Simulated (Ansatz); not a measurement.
A crystal relaxed with r2SCAN+rVV10 in the PAW code Ansatz has space group P-3m1 (No. 164) and a = 3.661 Å, c = 5.962 Å.

```csv
atom,site,x,y,z
Xx,1a,0.0000,0.0000,0.0000
S,2d,0.3333,0.6667,0.2456
```

With r2SCAN the valence top lies at K–Γ (0.77 of the way from K) and the conduction bottom at k = (0, 0.464, 0.323), 1.75 eV higher; the smallest vertical gap, at L–M (0.50 of the way from L), is 2.25 eV. With HSE06 the valence top lies at K–Γ (0.77 of the way from K) and the conduction bottom at k = (0, 0.464, 0.323), 2.32 eV higher; the smallest vertical gap, at L–M (0.50 of the way from L), is 2.77 eV. Meshes: r2SCAN 12×12×4, HSE06 6×6×4. r2SCAN's ε∞ is 7.5 along x and y, 5.2 along z.

**Question.** Which element is Xx?
A. Ti
B. Zr
C. Hf
D. Sn

**Answer.** D. Xx is Sn: SnS2, CdI2 type. Around Sn lie 6 S at 2.57 Å; around S lie 3 Sn at 2.57 Å.

Calculated for a static, non-magnetic cell.

No spin-orbit coupling is included; it can move band edges with weight on the heavy atoms by tenths of an eV.

Where an edge lies off the special points, it is a point of the mesh or the k point where a search put PBE's edge or least direct gap, reused for the other functionals, whose own edges may lie a little apart.

Coordinates of k points refer to the reciprocal vectors of the primitive cell of the runs.

The meshes of the hybrids are coarse, so their gaps aren't converged to the digits shown.
